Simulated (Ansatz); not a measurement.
# BaHfO3: band gap under strain

How does strain move the band edges of BaHfO3 (database structure), and do the functionals agree on it? States: no strain; -4.8 % strain along x alone; +4.6 % shear in the xy plane.

Code: Ansatz 0.2.0. PAW datasets, plane waves. No spin polarisation and no zero-point or thermal motion.

## (1) Starting point

The unstrained cell was relaxed with r2SCAN; in each strained cell the atoms were relaxed again with r2SCAN. Names of k-points are those of the unstrained zone, where strain can split equivalent points. First state: no strain.

The symmetry is Pm-3m (No. 221, cubic); a = 4.177 Å in the conventional setting, 14.58 Å³ an atom. Near Ba stand 12 O at 2.95 Å; near Hf stand 6 O at 2.09 Å; near O stand 2 Hf at 2.09 Å and 4 Ba at 2.95 Å.

Structure file:

Space group Pm-3m (No. 221). a = 4.177 Å, b = 4.177 Å, c = 4.177 Å, α = 90.00°, β = 90.00°, γ = 90.00°
```json
{"atom": "Ba", "site": "1b", "symmetry": "m-3m", "x": "0.5000", "y": "0.5000", "z": "0.5000"}
{"atom": "Hf", "site": "1a", "symmetry": "m-3m", "x": "0.0000", "y": "0.0000", "z": "0.0000"}
{"atom": "O", "site": "3d", "symmetry": "4/mm.m", "x": "0.0000", "y": "0.5000", "z": "0.0000"}
```

## (2) No strain: PBE

Input file input.yaml:

```yaml
crystal:
  lattice:
    - [4.1770517732, 0.0, 0.0]
    - [0.0, 4.1770517732, 0.0]
    - [0.0, 0.0, 4.1770487591]
  atoms:
    - { symbol: Ba, position: [0.5, 0.5, 0.9979971634] }
    - { symbol: Hf, position: [0.0, 0.0, 0.4979944625] }
    - { symbol: O, position: [0.0, 0.5, 0.4980131235] }
    - { symbol: O, position: [0.5, 0.0, 0.4980131235] }
    - { symbol: O, position: [0.0, 0.0, 0.9980039171] }
kpoints:
  mp_grid: { grid: [6, 6, 6] }
  band_path:
    path:
      - [0.0, 0.0, 0.0]
      - [0.0, 0.5000001203, 0.0]
      - [0.5000001203, 0.5000001203, 0.0]
      - [0.5000001203, 0.5000001203, 0.4999997595]
    npoints: 1
hamiltonian:
  xc: pbe
scf:
  occupations: { method: fermi_dirac, width: 0.02 }
  n_extra_bands: 5
output:
  forces: true
  stress: true
  eigenvalues: true
```

Started as:

```sh
$ ansatz run input.yaml --threads 4 --pin off --max-ram 4608MiB --backend cpu --events-out ev --progress --plain --runs-dir out
```

After this run come: No strain: r2SCAN; No strain: HSE06; -4.8 % strain along x alone: PBE; -4.8 % strain along x alone: r2SCAN; -4.8 % strain along x alone: HSE06; +4.6 % shear in the xy plane: PBE; +4.6 % shear in the xy plane: r2SCAN; +4.6 % shear in the xy plane: HSE06.

**Question.** What will these runs give?

**Answer**, as computed:

Least gap in eV (negative: overlap), with the change from the unstrained cell in brackets:

| state | volume change (%) | PBE | r2SCAN | HSE06 |
| --- | --- | --- | --- | --- |
| no strain | +0.0 | 3.66 | 4.19 | 5.18 |
| -4.8 % strain along x alone | -4.8 | 3.47 (-0.19) | 4.04 (-0.15) | 5.05 (-0.13) |
| +4.6 % shear in the xy plane | -0.1 | 3.44 (-0.22) | 3.96 (-0.23) | 4.93 (-0.25) |

The largest move of the HSE06 gap in the table is -0.242 eV, under +4.6 % shear in the xy plane. PBE and HSE06 differ by 1.51 eV on the unstrained gap, and by at most 0.07 eV on its change: PBE follows the response to strain far better than the gap itself. In PBE the gap turns direct under -4.8 % strain along x alone. Spin-orbit coupling is left out of the table, though the cell holds Hf (Z = 72); in an element this heavy it can shift bands and gaps by tenths of an eV.
